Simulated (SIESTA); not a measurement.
The system is Al2Pt.

```
Pt Al
1.0
     0.00000    2.95500    2.95500
     2.95500    0.00000    2.95500
     2.95500    2.95500    0.00000
Pt Al
1 2
Direct
  0.00000 0.00000 0.00000
  0.75000 0.75000 0.75000
  0.25000 0.25000 0.25000
```

Base run:

```yaml
Program: SIESTA 5.4.2
Functional: PBEsol
Potentials_or_basis: PseudoDojo 0.4 standard (PBEsol files)
Basis: DZP (energy shift 0.003 Ry; two zetas on semicore shells)
Grid_cutoff: 800 Ry
Energy_shift: 0.003 Ry
k_mesh: 6 × 6 × 6
Occupations: fermi-dirac, width 0.05 eV
Spin: no spin polarisation
```

Its results: band gap on the k mesh none (metal or under the smearing width); pressure 0.1 GPa.

**Question.** The run is repeated on the same cell with these changes: potentials or basis from PseudoDojo 0.4 standard (PBEsol files) to PseudoDojo 0.4 standard (PBEsol files, fully relativistic); spin from no spin polarisation to non-collinear spin, zero start, spin-orbit coupling. What comes out?

**Answer.** Band gap on the k mesh none (metal or under the smearing width); pressure -1.2 GPa; net moment 0.00 μB per cell.

Caveats: short orbitals over semicore shells can move pressures by several GPa; the basis of atomic orbitals isn't converged, which shifts pressures, moduli and gaps; spin-orbit coupling is left out, which moves the levels of the heavy elements (some runs).
